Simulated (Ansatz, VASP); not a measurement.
## One calculation of V, two programs

```
V
1.0
    -1.49471    1.49471    1.49471
     1.49471   -1.49471    1.49471
     1.49471    1.49471   -1.49471
V
1
Direct
  0.00000 0.00000 0.00000
```

Alike in both runs: functional r2SCAN; k mesh 10 × 10 × 10; occupations gaussian, width 0.1 eV; no spin polarisation.

Ansatz relaxed the structure, and its values are those at the end. VASP's run is a single point on that final structure, the one shown.

|  | VASP | Ansatz |
| --- | --- | --- |
| version | VASP 6.6.1 | Ansatz 0.2.0 |
| potentials or method | VASP PAW PBE potentials, release 64 (V_sv) | scalar-relativistic, plane waves, PAW |
| plane-wave cutoff (eV) | 520 | 600 |
| valence electrons in the cell | 13 | 13 |

|  | VASP | Ansatz | Ansatz less VASP |
| --- | --- | --- | --- |
| gap on the k mesh at the Fermi level (eV) | none | none | - |
| pressure (GPa) | 0.2 | -0.1 | -0.29 |

A gap of «none» marks a metal or a gap that the smearing closes. The functional is the same, so the differences come from potentials, cutoffs and numerics.

Caveats: the PAW data sets were made with another functional, which shifts forces and pressure a little (VASP).
